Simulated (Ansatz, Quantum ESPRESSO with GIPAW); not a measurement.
# Solid-state NMR of H2SeO3 by GIPAW, part 2 of 2

What would the 1H NMR spectrum of H2SeO3 look like, and which site gives which line?

Quantum ESPRESSO with GIPAW; PBEsol.

So far. Step 3 (GIPAW: job nmr): In this run the largest span is that of Se (site symmetry 1), with principal values 144.1, 250.4 and 398.1 ppm.

**4. Electric field gradients**

Level of this step: DFT, PBEsol, plane-wave PAW, default files, scalar-relativistic, field gradients (Ansatz).

2H and 17O have a quadrupole moment, which couples to the field gradient and broadens the lines. The gradient is a property of the ground-state density and needs no response; it is taken from a second code that counts the whole PAW charge. C_Q = eQV_zz/h, with Q = 0.00285783 barn for 2H, -0.02558 barn for 17O.

This step: DFT, PBEsol, plane-wave PAW, default files (PAW set soft_2), scalar-relativistic, field gradients (Ansatz 0.2.0), on the same atoms.

Input file input.yaml:

```yaml
crystal:
  lattice:
    - [5.03758113, 0.0, 0.0]
    - [0.0, 5.93280981, 0.0]
    - [0.0, 0.0, 9.01117773]
  atoms:
    - { symbol: Se, position: [0.3622920861, 0.0095047477, 0.9579982542] }
    - { symbol: Se, position: [0.8622920861, 0.4904952523, 0.0420017458] }
    - { symbol: Se, position: [0.6377079139, 0.5095047477, 0.5420017458] }
    - { symbol: Se, position: [0.1377079139, 0.9904952523, 0.4579982542] }
    - { symbol: O, position: [0.3854250892, 0.376210752, 0.6298739798] }
    - { symbol: O, position: [0.6183599982, 0.573205253, 0.1708481495] }
    - { symbol: O, position: [0.6145749108, 0.876210752, 0.8701260202] }
    - { symbol: O, position: [0.1145749108, 0.623789248, 0.1298739798] }
    - { symbol: O, position: [0.0982398664, 0.7053461642, 0.4058608395] }
    - { symbol: O, position: [0.5982398664, 0.7946538358, 0.5941391605] }
    - { symbol: O, position: [0.9017601336, 0.2053461642, 0.0941391605] }
    - { symbol: O, position: [0.4017601336, 0.2946538358, 0.9058608395] }
    - { symbol: O, position: [0.3816400018, 0.073205253, 0.3291518505] }
    - { symbol: O, position: [0.8816400018, 0.426794747, 0.6708481495] }
    - { symbol: O, position: [0.1183599982, 0.926794747, 0.8291518505] }
    - { symbol: O, position: [0.8854250892, 0.123789248, 0.3701260202] }
    - { symbol: H, position: [0.0708564108, 0.4402488905, 0.6313326633] }
    - { symbol: H, position: [0.5708564108, 0.0597511095, 0.3686673367] }
    - { symbol: H, position: [0.9291435892, 0.9402488905, 0.8686673367] }
    - { symbol: H, position: [0.4291435892, 0.5597511095, 0.1313326633] }
    - { symbol: H, position: [0.4085290837, 0.3186805957, 0.7903292169] }
    - { symbol: H, position: [0.9085290837, 0.1813194043, 0.2096707831] }
    - { symbol: H, position: [0.5914709163, 0.8186805957, 0.7096707831] }
    - { symbol: H, position: [0.0914709163, 0.6813194043, 0.2903292169] }
kpoints:
  mp_grid: { grid: [4, 3, 2] }
scf:
  occupations: { method: fixed }
hamiltonian:
  xc: pbesol
  pseudopotentials: { kind: paw, frozen_core: stored }
output:
  forces: false
  stress: false
  efg: { quadrupole_moments_barn: { O: -0.02558, H: 0.00285783 } }
```

Launch:

```bash
> ansatz run input.yaml --threads 4 --pin off --max-ram 16384MiB --backend cpu --events-out ev --progress --plain --runs-dir out
```

The log of the run:

```text
[... set-up, SCF cycles and energies left out ...]
--- PAW observables at the nuclei: V_zz in 10²¹ V/m², potentials from the cell's mean, atoms counted from 1 ---
  atom   1  Se V_zz =   -34.207682   η = 0.2076   by run symmetry: allowed
  atom   2  Se V_zz =   -34.207682   η = 0.2076   by run symmetry: allowed
  atom   3  Se V_zz =   -34.207682   η = 0.2076   by run symmetry: allowed
  atom   4  Se V_zz =   -34.207682   η = 0.2076   by run symmetry: allowed
  atom   5  O  V_zz =   +14.285853   η = 0.1551   by run symmetry: allowed   C_q = -8.8361 MHz
  atom   6  O  V_zz =   +13.840244   η = 0.9187   by run symmetry: allowed   C_q = -8.5605 MHz
  atom   7  O  V_zz =   +14.285853   η = 0.1551   by run symmetry: allowed   C_q = -8.8361 MHz
  atom   8  O  V_zz =   +14.285853   η = 0.1551   by run symmetry: allowed   C_q = -8.8361 MHz
  atom   9  O  V_zz =   +12.794820   η = 0.7813   by run symmetry: allowed   C_q = -7.9139 MHz
  atom  10  O  V_zz =   +12.794820   η = 0.7813   by run symmetry: allowed   C_q = -7.9139 MHz
  atom  11  O  V_zz =   +12.794820   η = 0.7813   by run symmetry: allowed   C_q = -7.9139 MHz
  atom  12  O  V_zz =   +12.794820   η = 0.7813   by run symmetry: allowed   C_q = -7.9139 MHz
  atom  13  O  V_zz =   +13.840244   η = 0.9187   by run symmetry: allowed   C_q = -8.5605 MHz
  atom  14  O  V_zz =   +13.840244   η = 0.9187   by run symmetry: allowed   C_q = -8.5605 MHz
  atom  15  O  V_zz =   +13.840244   η = 0.9187   by run symmetry: allowed   C_q = -8.5605 MHz
  atom  16  O  V_zz =   +14.285853   η = 0.1551   by run symmetry: allowed   C_q = -8.8361 MHz
  atom  17  H  V_zz =    +2.518044   η = 0.1219   by run symmetry: allowed   C_q = +0.1740 MHz
  atom  18  H  V_zz =    +2.518044   η = 0.1219   by run symmetry: allowed   C_q = +0.1740 MHz
  atom  19  H  V_zz =    +2.518044   η = 0.1219   by run symmetry: allowed   C_q = +0.1740 MHz
  atom  20  H  V_zz =    +2.518044   η = 0.1219   by run symmetry: allowed   C_q = +0.1740 MHz
  atom  21  H  V_zz =    +1.807720   η = 0.1373   by run symmetry: allowed   C_q = +0.1249 MHz
  atom  22  H  V_zz =    +1.807720   η = 0.1373   by run symmetry: allowed   C_q = +0.1249 MHz
  atom  23  H  V_zz =    +1.807720   η = 0.1373   by run symmetry: allowed   C_q = +0.1249 MHz
  atom  24  H  V_zz =    +1.807720   η = 0.1373   by run symmetry: allowed   C_q = +0.1249 MHz
[the lines on potentials at the nuclei are left out]
```

It took 7.3 s on 4 threads of Arm Neoverse V1, shared host; peak memory 0.78 GiB; 27 s of CPU time.

Among nuclei of half-integer spin the second-order effect is largest for 17O on O(2) (spin 5/2, C_Q -8.56 MHz): at 9.4 T it moves the centre of gravity of the MAS line by -191 ppm from δ_iso, and by a quarter of that at twice the field, by δ_Q = −(3/40)(C_Q/ν0)²(1 + η²/3)[I(I+1) − 3/4]/[I²(2I−1)²] × 10⁶ ppm with ν0 = 54.3 MHz.

**5. From shieldings to shifts**

A shielding is counted from the bare nucleus and a shift from a reference compound, with the opposite sign. A fitted line does better than one reference, as its slope takes up part of the functional's error. For ¹H and ⁷Li, with little paramagnetic shielding, slope and scatter come mostly from geometry, vibration and the shape term.

Reference lines, from the same functional and files: 1H: δ = (29.71 − σ) / 1.204, zero at TMS, fitted to 11 measured values, from Ca(BH4)2, Ca(OH)2, CsH2PO4, LiBH4, LiH, MgH2, NaH, NaOH and NH4H2PO4, with a scatter of 0.61 ppm r.m.s., with σ taken with the shape term of a sphere (6.5 ppm here). Kinds of site that fitted badly were split off after the misses were seen, so the scatter is that of the points kept.

Covalently bonded atoms count as neighbours within 1.18 times the sum of their radii. Otherwise a cation's neighbours lie within 1.2 times its shortest bond (1.3 for large cations, each anion's radius taken off where they differ), and an anion's are the cations that count it.

```csv
site,atom no.,atoms in cell,surroundings,bonds (Å),δ_iso (ppm),C_Q (MHz),η_Q
Se,1,4,SeO3,1.69 to 1.77,-,-,-
O(1),5,4,bound to Se,1.693,-,-8.84,0.16
O(2),6,4,hydroxyl,1.02 to 1.76,-,-8.56,0.92
O(3),9,4,hydroxyl,1.05 to 1.77,-,-7.91,0.78
H(1),17,4,"bound to O, H bond to O at 1.63 Å",1.021,10.20,0.174,0.12
H(2),21,4,"bound to O, H bond to O at 1.49 Å",1.051,12.36,0.125,0.14
```

By surroundings the O shieldings are 1-coordinate: 31.3; hydroxyl: 49.7 to 80.5 ppm. The 2 H sites spread over 2.59 ppm in shielding, from H(2) (least shielded) to H(1).

Simulated spectrum: 1H MAS at 25 kHz, 7.05 T (300.2 MHz), lines broadened by 0.5 ppm; rigid lattice, with dipolar and J couplings left out. Its lines over 1.5 % of the strongest:

```csv
δ (ppm),area
12.36,1.00
10.20,1.00
```

At this broadening the 2 isotropic lines are resolved; in a real sample the residual dipolar coupling among these abundant spins may hide that.

Simulated spectrum: 17O static powder, 7.05 T (40.7 MHz), central transition to second order, lines broadened by 53 ppm; the axis counts ppm from the isotropic position of O(2), as −Δσ; rigid lattice, with dipolar and J couplings and satellite transitions left out.

offset (ppm), intensity and a bar:
```
     1232       0.00 
     1130       0.00 
     1028       0.00 
      926       0.03 #
      832       0.10 ###
      730       0.22 #######
      628       0.46 ##############
      534       0.67 ####################
      510       0.70 #####################
      432       0.57 #################
      330       0.54 ################
      236       0.71 #####################
      134       0.90 ###########################
       31       0.99 ##############################
        0       1.00 ##############################
      -71       0.98 #############################
     -165       0.96 #############################
     -267       0.81 ########################
     -369       0.73 ######################
     -463       0.70 #####################
     -565       0.70 #####################
     -667       0.74 ######################
     -746       0.82 ########################
     -761       0.81 ########################
     -863       0.68 ####################
     -965       0.59 ##################
    -1067       0.32 ##########
    -1162       0.28 ########
    -1264       0.27 ########
    -1366       0.18 #####
    -1460       0.12 ####
    -1562       0.11 ###
    -1664       0.11 ###
    -1758       0.02 #
    -1860       0.00 
    -1962       0.00 
    -2056       0.00
```

Most prominent maxima (ppm: height): 510: 0.70, 0: 1.00, -746: 0.82.

Simulated spectrum: 77Se MAS at 25 kHz, 23.5 T (191.7 MHz), lines broadened by 3 ppm; the axis counts ppm from the isotropic position of Se, as −Δσ; rigid lattice, with dipolar and J couplings left out. Its lines over 1.5 % of the strongest:

```csv
offset (ppm),area
130.4,0.09
0.0,1.00
-130.4,0.09
-260.8,0.02
```

Spinning sidebands lie 130.4 ppm apart.

**6. Cost against result**

Each row names what was changed: another functional shows how far the paramagnetic term hangs on the exchange-correlation form.

Changes of σ_iso (ppm) against the run above (PBEsol, cutoffs 65 and 390 Ry, mesh 4×3×2, 2.1 h). Times are CPU times of pw.x and gipaw.x together, on 4 MPI ranks of Arm Neoverse V1, shared host; on a shared host they are rough.

```csv
run,CPU time,f-sum miss,Se,O(1),O(2),O(3),H(1),H(2)
LDA,1.7 h,0.019,-58.4,-12.8,-10.8,-12.1,-0.38,-0.32
```

**7. Results**

| Item | Value |
| --- | --- |
| 1H shift | 12.36, 10.20 ppm |
| 2H size of C_Q | 0.125, 0.174 MHz |
| 17O shielding without shape term | 31.3, 49.7, 80.5 ppm |
| 17O size of C_Q | 8.84, 7.91, 8.56 MHz |
| 77Se shielding without shape term | 264.2 ppm |

In words: 1H has 2 sites, in the ratio 1:1: H(2) (bound to O, H bond to O at 1.49 Å) at a shift of 12.36 and H(1) (bound to O, H bond to O at 1.63 Å) at a shift of 10.20 ppm. A finer mesh and a higher cutoff were not carried through on these files. The largest change with the functional is 58.4 ppm in absolute shielding; part of that drops out once each functional has its own reference line. Hydrogen's values are less sure: spans of ¹H carry errors of some ppm on PAW files, the bulk susceptibility matters on its narrow scale, and it is treated as a fixed classical nucleus at 0 K. In PBE checks against another PAW code, field gradients made this way came out (cores as stored) 4 to 9 % larger on O (three silicas and corundum) and 6 % smaller on Al (corundum alone). This build of gipaw.x prints that it is not audited and that its numbers are no references by themselves. It also reports spline_ps as false although the input sets it; why was not traced. The field gradients use PAW files made for PBE.

[Banner, clock, file and message-heading lines were taken out of the pw.x and gipaw.x logs.]

[Logs are printed without paths, hosts, clocks, repeated set-up lines and the standing remarks that a program may print on its own settings, such as how far it seeks lower states.]

[Hosts, paths, dates, database ids (printed as entryN), source tags and the programs' standing remarks are cut or masked in the printed files.]

[Where no reference line passes its bar on scatter, no shift is given, so a measured shift of this compound may stand uncompared.]
